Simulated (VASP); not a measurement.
# W (Im-3m) in VASP: further runs, part 2 of 2

VASP 6.6.1. The steps go on from the part before.

## 4. Single point, LDA

The input, INCAR:

```
SYSTEM = W
PREC = Accurate
ENCUT = 520
EDIFF = 1E-6
ISMEAR = 0
SIGMA = 0.05
LREAL = .FALSE.
LASPH = .TRUE.
NELM = 100
ALGO = Fast
ISIF = 2
LWAVE = .FALSE.
LCHARG = .TRUE.
GGA = CA
LELF = .TRUE.
LVHAR = .TRUE.
NBANDS = 13
```

The input, KPOINTS:

```
Automatic mesh
0
G
  12 12 12
  0 0 0
```

The input, POSCAR:

```
W
1.0
   -1.5823450000      1.5823450000      1.5823450000
    1.5823450000     -1.5823450000      1.5823450000
    1.5823450000      1.5823450000     -1.5823450000
W
1
Cartesian
    0.0000000000      0.0000000000      0.0000000000
```

Potentials or basis: VASP PAW LDA potentials, release 64 (W_sv).

Launch:

```sh
$ cat potpaw_LDA.64/W_sv/POTCAR > POTCAR
$ mpirun -np 1 vasp_std > vasp.out
```

OUTCAR:

```text
SYSTEM = W
   PREC = Accurate
   ENCUT = 520
   EDIFF = 1E-6
   ISMEAR = 0
   LREAL = .FALSE.
   LASPH = .TRUE.
   NELM = 100
   ISIF = 2
   GGA = CA

 ion  position               nearest neighbor table
   1  0.000  0.000  0.000-

  LATTYP: Found a body centered cubic cell.
 ALAT       =     3.1646900000

  Lattice vectors:

 A1 = (  -1.5823450000,   1.5823450000,   1.5823450000)
 A2 = (   1.5823450000,  -1.5823450000,   1.5823450000)
 A3 = (   1.5823450000,   1.5823450000,  -1.5823450000)

Analysis of symmetry for initial positions (statically):
=====================================================================
 Subroutine PRICEL returns:
 Original cell was already a primitive cell.

 Routine SETGRP: Setting up the symmetry group for a
 body centered cubic supercell.

 Subroutine GETGRP returns: Found 48 space group operations
 (whereof 48 operations were pure point group operations)
 out of a pool of 48 trial point group operations.

The static configuration has the point symmetry O_h .

Analysis of symmetry for dynamics (positions and initial velocities):
=====================================================================
 Subroutine PRICEL returns:
 Original cell was already a primitive cell.

 Routine SETGRP: Setting up the symmetry group for a
 body centered cubic supercell.

 Subroutine GETGRP returns: Found 48 space group operations
 (whereof 48 operations were pure point group operations)
 out of a pool of 48 trial point group operations.

The dynamic configuration has the point symmetry O_h .

 Subroutine INISYM returns: Found 48 space group operations
 (whereof 48 operations are pure point group operations),
 and found     1 'primitive' translations

----------------------------------------------------------------------------------------

                                     Primitive cell

  volume of cell :      15.8476

  direct lattice vectors                    reciprocal lattice vectors
    -1.582345000  1.582345000  1.582345000     0.000000000  0.315986716  0.315986716
     1.582345000 -1.582345000  1.582345000     0.315986716  0.000000000  0.315986716
     1.582345000  1.582345000 -1.582345000     0.315986716  0.315986716  0.000000000

  length of vectors
     2.740701935  2.740701935  2.740701935     0.446872699  0.446872699  0.446872699

  position of ions in fractional coordinates (direct lattice)
     0.000000000  0.000000000  0.000000000

  ion indices of the primitive-cell ions
   primitive index   ion index
                 1           1

----------------------------------------------------------------------------------------

 KPOINTS: Automatic mesh

Automatic generation of k-mesh.
 Grid dimensions read from file:
 generate k-points for:   12   12   12

 Generating k-lattice:

  Cartesian coordinates                     Fractional coordinates (reciprocal lattice)
     0.000000000  0.026332226  0.026332226     0.083333333  0.000000000  0.000000000
     0.026332226  0.000000000  0.026332226     0.000000000  0.083333333  0.000000000
     0.026332226  0.026332226  0.000000000     0.000000000  0.000000000  0.083333333

  Length of vectors
     0.037239392  0.037239392  0.037239392

  Shift w.r.t. Gamma in fractional coordinates (k-lattice)
     0.000000000  0.000000000  0.000000000

 Subroutine IBZKPT returns following result:
 ===========================================

 Found     72 irreducible k-points:

 Following reciprocal coordinates:
            Coordinates               Weight
  0.000000  0.000000  0.000000      1.000000
  0.083333  0.000000  0.000000     12.000000
  0.166667  0.000000  0.000000     12.000000
  0.250000  0.000000  0.000000     12.000000
  0.333333  0.000000  0.000000     12.000000
  0.416667  0.000000  0.000000     12.000000
[... 42 lines left out ...]
 -0.250000  0.250000  0.166667     24.000000
 -0.333333  0.333333  0.166667     24.000000
 [... further k-points ...]
   k-points           NKPTS =     72   k-points in BZ     NKDIM =     72   number of bands    NBANDS=     13
   number of dos      NEDOS =    301   number of ions     NIONS =      1
   total plane-waves  NPLWV =   8000
   dimension x,y,z NGX =    20 NGY =   20 NGZ =   20
   dimension x,y,z NGXF=    40 NGYF=   40 NGZF=   40
   ions per type =               1
   NGX,Y,Z   is equivalent  to a cutoff of  12.13, 12.13, 12.13 a.u.
   NGXF,Y,Z  is equivalent  to a cutoff of  24.26, 24.26, 24.26 a.u.
 SYSTEM =  W
   PREC   = accura    normal or accurate (medium, high low for compatibility)
   ISTART =      0    job   : 0-new  1-cont  2-samecut
   ICHARG =      2    charge: 1-file 2-atom 10-const
   ISPIN  =      1    spin polarized calculation?
   LNONCOLLINEAR =      F non collinear calculations
   LSORBIT =      F    spin-orbit coupling
   LASPH  =      T    aspherical Exc in radial PAW
   ENCUT  =  520.0 eV  38.22 Ry    6.18 a.u.   5.10  5.10  5.10*2*pi/ulx,y,z
   NELM   =    100;   NELMIN=  2; NELMDL= -5     # of ELM steps
   EDIFF  = 0.1E-05   stopping-criterion for ELM
   LREAL  =      F    real-space projection
   EDIFFG = 0.1E-04   stopping-criterion for IOM
   NSW    =      0    number of steps for IOM
   IBRION =     -1    ionic relax: 0-MD 1-quasi-New 2-CG
   NFREE  =      0    steps in history (QN), initial steepest desc. (CG)
   ISIF   =      2    stress and relaxation
   ISYM   =      2    0-nonsym 1-usesym 2-fastsym
   POTIM  = 0.5000    time-step for ionic-motion
   TEBEG  =    0.0;   TEEND  =   0.0 temperature during run
   PSTRESS=    0.0 pullay stress
   NELECT =      14.0000    total number of electrons
   NUPDOWN=      -1.0000    fix difference up-down
   EMIN   =  10.00;   EMAX   =-10.00  energy-range for DOS
   EFERMI =   0.00;   METHOD = LEGACY
   ISMEAR =     0;   SIGMA  =   0.05  broadening in eV -4-tet -1-fermi 0-gaus
   EFERMI_NEDOS =   21; number of points for ismear=-14 and -15
   IALGO  =     68    algorithm
   IMIX   =      4    mixing-type and parameters
     AMIX     =   0.40;   BMIX     =  1.00
     AMIX_MAG =   1.60;   BMIX_MAG =  1.00
  volume/ion in A,a.u.               =      15.85       106.94
  Fermi-wavevector in a.u.,A,eV,Ry     =   1.570832  2.968442 33.572544  2.467512
  Thomas-Fermi vector in A             =   2.672506
   LORBIT       =      0    0 simple, 1 ext, 2 COOP (PROOUT), +10 PAW based schemes
   GGA     = CA    functional components
   LHFCALC =     F    Hartree Fock is set to
   AEXX    =    0.0000 exact exchange contribution
   IVDW    =     0    specifies the selected vdW correction
   LEPSILON=     F    determine dielectric tensor
   LRPA    =     F    only Hartree local field effects (RPA)
 non-spin polarized calculation
 RMM-DIIS sequential band-by-band and
 Gauss-broadening in eV      SIGMA  =   0.05
  energy-cutoff  :      520.00
  volume of cell :       15.85
 maximum number of plane-waves:       438
   NGX = 11   NGY = 11   NGZ = 11

 number of electron      14.0000004 magnetization

 Free energy of the ion-electron system (eV)
  ---------------------------------------------------
  ext. energy  EPLUGINS =         0.00000000
  ---------------------------------------------------
  free energy    TOTEN  =       -14.09685482 eV

  energy without entropy =      -14.09583247  energy(sigma->0) =      -14.09634364

 E-fermi :  11.2732     XC(G=0): -13.8292

 val. band max:       11.2718905920   @ k =  -0.1667   0.1667   0.1667
 cond. band min:      11.2966897083   @ k =   0.4167   0.0833   0.0000
 fundamental gap:      0.0247991163
 Fermi energy:        11.2732219774

 k-point     1 :       0.0000    0.0000    0.0000
  band No.  band energies     occupation
      1     -62.4138      2.00000
      2     -26.2220      2.00000
      3     -26.2220      2.00000
      4     -26.2220      2.00000
      5       1.7730      2.00000
      6      10.0679      2.00000
      7      10.0679      2.00000
      8      10.0679      2.00000
      9      13.5107      0.00000
     10      13.5107      0.00000
     11      25.8965      0.00000
     12      25.8965      0.00000
     13      25.8965      0.00000
[... 609 lines left out ...]
 k-point    40 :      -0.4167    0.5000    0.0833
  band No.  band energies     occupation
      1     -62.2623      2.00000
      2     -27.4396      2.00000
      3     -26.7497      2.00000
      4     -26.3657      2.00000
      5       5.8466      2.00000
      6       8.3990      2.00000
      7       9.8800      2.00000
      8      12.4196      0.00000
      9      15.5738      0.00000
     10      17.8940      0.00000
     11      22.1295      0.00000
     12      25.3351      0.00000
     13      27.7240      0.00000

 [... further k-points ...]

------------------------ aborting loop because EDIFF is reached ----------------------------------------

  FORCE on cell =-STRESS in cart. coord.  units (eV):
  Direction    XX          YY          ZZ          XY          YZ          ZX
  --------------------------------------------------------------------------------------
  -------------------------------------------------------------------------------------
  Total       -0.7276510     -0.7276510     -0.7276510      0.0000000      0.0000000      0.0000000
  in kB      -73.5648172    -73.5648172    -73.5648172      0.0000000      0.0000000      0.0000000
  external PRESSURE =     -73.5648172 kB  Pullay stress =       0.0000000 kB

 VOLUME and BASIS-vectors are now :
 -----------------------------------------------------------------------------
  energy-cutoff  :      520.00
  volume of cell :       15.85
      direct lattice vectors                 reciprocal lattice vectors
    -1.582345000  1.582345000  1.582345000     0.000000000  0.315986716  0.315986716
     1.582345000 -1.582345000  1.582345000     0.315986716  0.000000000  0.315986716
     1.582345000  1.582345000 -1.582345000     0.315986716  0.315986716  0.000000000

 POSITION                                       TOTAL-FORCE (eV/Angst)
 -----------------------------------------------------------------------------------
      0.00000      0.00000      0.00000        -0.000000      0.000000     -0.000000
 -----------------------------------------------------------------------------------
    total drift:                                0.000000     -0.000000      0.000000

  FREE ENERGIE OF THE ION-ELECTRON SYSTEM (eV)
  ---------------------------------------------------
  free  energy   TOTEN  =       -14.0968548162 eV

  energy  without entropy=      -14.0958324714  energy(sigma->0) =      -14.09634364
```

It took 8.7 s on 1 thread of Intel Xeon Platinum 8375C at 2.90GHz (Ice Lake), shared host; peak memory 0.12 GiB.

What came out:

| Property | Result |
| --- | --- |
| Free energy | -14.0969 eV |
| Pressure | -7.4 GPa |
| Band gap on the k mesh | none (metal or under the smearing width) |

Levels at points of the mesh, in eV from the Fermi level:
| k point | band 3 | band 4 | band 5 | band 6 | band 7 | band 8 | band 9 | band 10 | band 11 | band 12 |
| --- | --- | --- | --- | --- | --- | --- | --- | --- | --- | --- |
| (0.00, 0.00, 0.00) | -37.50 | -37.50 | -9.50 | -1.21 | -1.21 | -1.21 | 2.24 | 2.24 | 14.62 | 14.62 |
| (0.50, 0.00, 0.00) | -37.92 | -37.50 | -6.21 | -3.53 | 0.88 | 2.14 | 3.10 | 6.19 | 11.14 | 11.61 |
| (0.50, 0.50, 0.50) | -38.41 | -38.41 | -5.80 | -5.80 | 5.20 | 5.20 | 5.20 | 8.40 | 8.40 | 8.40 |

## 5. For comparison

An earlier run on the cell as given: functional PBE; potentials or basis VASP PAW PBE potentials, release 64 (W_sv); cutoff 520 eV; k mesh 12 × 12 × 12; occupations fermi-dirac, width 0.05 eV; no spin polarisation.

* Pressure: 6.4 GPa
* Band gap on the k mesh: none (metal or under the smearing width)

## 6. The runs side by side

```tsv
task	level	potentials or basis	cell	cutoff (eV)	smearing	gap on the mesh (eV)	pressure (GPa)	relaxed volume (Å³/atom)
relaxation of cell and atoms	vdW-DF-cx	VASP PAW PBE potentials, release 64 (W_sv)	relaxed	600	fermi-dirac 0.05 eV	none	0.0	15.80
relaxation of cell and atoms	rev-vdW-DF2	VASP PAW PBE potentials, release 64 (W_sv)	relaxed	600	fermi-dirac 0.05 eV	none	0.0	15.96
single point	LDA	VASP PAW LDA potentials, release 64 (W_sv)	as given	520	gaussian 0.05 eV	none	-7.4	-
single point	PBE	VASP PAW PBE potentials, release 64 (W_sv)	as given	520	fermi-dirac 0.05 eV	none	6.4	-
```

Alike in all rows: no spin polarisation; k mesh 12 × 12 × 12.

Caveats: the PAW data sets were made with another functional, which shifts forces and pressure a little (some runs).

Absolute energies hang on the potentials; compare differences alone.
